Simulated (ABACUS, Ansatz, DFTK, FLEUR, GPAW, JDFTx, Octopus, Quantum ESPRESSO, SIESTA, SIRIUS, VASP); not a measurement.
SiC: 12 runs at one level of theory

```xyz
2
Lattice="0.0000 2.1790 2.1790 2.1790 0.0000 2.1790 2.1790 2.1790 0.0000" Properties=species:S:1:pos:R:3 pbc="T T T"
Si    0.0000    0.0000    0.0000
C     3.2685    3.2685    3.2685
```

Alike in all runs: task single point; functional PBEsol; k mesh 10 × 10 × 10; occupations fermi-dirac, width 0.05 eV; no spin polarisation; no spin-orbit coupling. Pressure is positive in compression and, in plane waves, holds the error of the finite cutoff.

| program and potentials | plane-wave cutoff (eV) | notes | band gap (eV) | pressure (GPa) |
| --- | --- | --- | --- | --- |
| DFTK, PseudoDojo SR PBEsol 0.4.1 standard (PBEsol) | 1116 | - | 1.24 | -0.14 |
| ABACUS, PseudoDojo NC SR 0.4.1 PBEsol standard, plane waves | 1116 | - | 1.24 | -0.14 |
| SIRIUS, all-electron FP-LAPW, apw+lo standard | - | - | 1.24 | - |
| JDFTx, PseudoDojo-SR-PBEsol-0.4.1-standard with smoothed tails | 1116 | - | 1.24 | -0.13 |
| Ansatz, all-electron LAPW, scalar-relativistic | - | - | 1.24 | -0.23 |
| FLEUR, all-electron, FLAPW | - | - | 1.24 | - |
| Quantum ESPRESSO, GBRV 1.5 PBEsol | 612 | - | 1.24 | -0.24 |
| SIESTA, files PseudoDojo sr-pbesol-0.4.1-standard, DZP (energy shift 0.003 Ry) | - | atomic basis | 1.22 | 2.86 |
| SIRIUS, PseudoDojo 0.4.1 PBEsol standard (scalar relativistic) | 1127 | - | 1.24 | -0.13 |
| GPAW, PAW data sets generated for this functional | 800 | - | 1.24 | 0.99 |
| VASP, PBE PAW files C, Si, 520 eV | 520 | potentials made for PBE | 1.23 | 0.17 |
| Octopus, pseudodojo_pbesol (PseudoDojo 0.4, PBEsol) | - | - | 1.24 | - |

The band gap spans 1.22 (SIESTA, files PseudoDojo sr-pbesol-0.4.1-standard, DZP (energy shift 0.003 Ry)) to 1.24 eV (Quantum ESPRESSO, GBRV 1.5 PBEsol), with all-electron results at 1.24. The pressure spans -0.24 (Quantum ESPRESSO, GBRV 1.5 PBEsol) to 2.86 GPa (SIESTA, files PseudoDojo sr-pbesol-0.4.1-standard, DZP (energy shift 0.003 Ry)), with all-electron results at -0.23. The pressure on the cell as given of SIESTA, files PseudoDojo sr-pbesol-0.4.1-standard, DZP (energy shift 0.003 Ry) lies far from the others; the cause wasn't traced. The gap is indirect and read on the mesh alone. Rows in atomic bases carry the error of their basis and grid, which can be large.

Differences between rows come from potentials, basis sets and numerical settings, since the functional is the same but for its coding. Runs on potential files found faulty are left out.

The gap of zinc-blende SiC is practically independent of how the core electrons and the basis are treated: every row lies between 1.22 and 1.24 eV. This agreement doesn't make the value physical, since the measured gap of the cubic polytype is much larger. The shortfall is the familiar one of semilocal Kohn-Sham eigenvalues, which lack the derivative discontinuity of the exchange-correlation potential.

The gap separates bonding valence states, weighted towards the more electronegative carbon, from antibonding conduction states with substantial silicon character. Pressure follows the change of total energy with strain, so it can respond to basis and potentials differently from the gap. SIESTA gives 2.86 GPa and still nearly reproduces the common gap; its atomic basis may be responsible for the pressure, but the cause wasn't traced. Most of the other pressures are close to zero, GPAW at 0.99 GPa being the clearest exception. As SiC is very stiff, this suggests that the chosen cell is close to the PBEsol equilibrium volume. The energetic order of the SiC polytypes remains open.
